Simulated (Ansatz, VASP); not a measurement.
Ru: VASP beside Ansatz

```xyz
1
Lattice="0.0000 1.9765 1.9765 1.9765 0.0000 1.9765 1.9765 1.9765 0.0000" Properties=species:S:1:pos:R:3 pbc="T T T"
Ru    0.0000    0.0000    0.0000
```

Change from the starting cell: equal engineering shear yz, xz and xy +0.0000, equal normal strain along x, y and z +0.0375.

Alike in both runs: task single point; functional PBE; k mesh 20 × 20 × 20; occupations gaussian, width 0.15 eV; no spin polarisation.

|  | VASP | Ansatz |
| --- | --- | --- |
| version | VASP 6.6.1 | Ansatz 0.2.0 |
| potentials or method | VASP PAW PBE potentials, release 64 (Ru_pv) | scalar-relativistic, plane waves, PAW |
| plane-wave cutoff (eV) | 520 | 420 |
| valence electrons in the cell | 14 | 16 |

Ansatz gave:

```
gap on the k mesh at the Fermi level (eV) : none
pressure (GPa)                            : -25.6
```

Problem. Estimate VASP's values.

Solution. gap on the k mesh at the Fermi level (eV): none; pressure (GPa): -25.7.

A gap of «none» marks a metal or a gap that the smearing closes. The two sets of potentials don't hold the same shells in valence.

Caveats: so large a pressure means that the cell lies far from this level's equilibrium, or that cutoff or potentials fall short (VASP).
